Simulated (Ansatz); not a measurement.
All-electron card of NaF

```yaml
crystal:
  lattice:
    - [0.00000, 2.32330, 2.32330]
    - [2.32330, 0.00000, 2.32330]
    - [2.32330, 2.32330, 0.00000]
  atoms:
    - { symbol: Na, position: [0.00000, 0.00000, 0.00000] }
    - { symbol: F, position: [0.50000, 0.50000, 0.50000] }
```

Atom numbers follow the list: Na1, F2.

The cell is a measured one (Crystallography Open Database entry 9007459); the temperature and pressure of the measurement aren't taken into account, and nothing was relaxed.

Levels of theory: DFT, PBE, all-electron LAPW, scalar-relativistic (Ansatz 0.2.0); DFT, PBE, PAW with Ansatz's default frozen-core files, scalar-relativistic (Ansatz 0.2.0).

For LAPW: a Γ-centred 10×10×10 k mesh, Fermi–Dirac smearing of 0.02 eV, basis error target 0.5 meV/atom, no spin polarisation. PAW takes a cutoff of 420 eV at this cell. The Ansatz runs share mesh, smearing and spin set-up. Values come from LAPW unless marked.

- Pressure at this cell: 1.72 GPa
- Band gap: 6.27 eV, direct at Γ
- Löwdin charges (with 0.05 e of the cell spilling out of the atomic basis, so their sizes and signs hang on that basis): Na1 0.79, F2 -0.74 e
- Bader charges (from the PAW run): Na1 +0.88, F2 -0.88 e
- Volume per atom: 12.54 Å³
